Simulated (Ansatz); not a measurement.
# Te: from a migration barrier to a jump rate

The calculation used DFT PBE, scalar-relativistic, plane waves, PAW (Ansatz 0.2.0). Cutoff 420 eV, Γ-centred 4×4×4 k-points, Gaussian smearing of 0.1 eV. No spin polarisation.

In a supercell of 21 sites an atom of Te jumps into a neighbouring Te vacancy, a = 3.20 Å from site to site in the perfect crystal, in a neutral cell. The half-way point, relaxed in its symmetry, lies 0.531 eV above the relaxed vacancy. Take it as the barrier; the order of the saddle wasn't checked, and the cell is small.

Q: With an assumed attempt frequency of 10¹³ s⁻¹, how often does the jump happen, and how fast does the vacancy diffuse?

A: Transition-state theory gives Γ = ν exp(−E/k_BT), and one such jump direction contributes Γa²/6 to the vacancy's diffusion coefficient averaged over directions:

| T (K) | E/k_BT | Γ (1/s) | Γa²/6 (cm²/s) |
| --- | --- | --- | --- |
| 300 | 20.6 | 1.2 × 10^4 | 2.0 × 10^-12 |
| 600 | 10.3 | 3.4 × 10^8 | 5.9 × 10^-8 |
| 1000 | 6.2 | 2.1 × 10^10 | 3.6 × 10^-6 |
| 1500 | 4.1 | 1.6 × 10^11 | 2.8 × 10^-5 |

The rate reaches one jump a second at T = E/(k_B ln 10¹³) = 206 K. The number of equivalent jumps multiplies D if they link up through the crystal; a hop between two sites alone gives no long-range diffusion, which then waits on a higher barrier. In either case the atoms' own diffusion carries the vacancy concentration and a correlation factor besides. Rows above the melting point are formal, and so are rows where E/k_BT falls under about 3, since the theory needs rare jumps.

Q: How much does an error of 0.1 eV in the barrier matter?

A: It multiplies the rate by exp(0.1 eV/k_BT): 48 at 300 K and 3.2 at 1000 K, more than the usual doubt about ν at low temperature.

Cost: 2 runs of about 92 core-minutes in all, on Arm Neoverse V1 (shared hosts).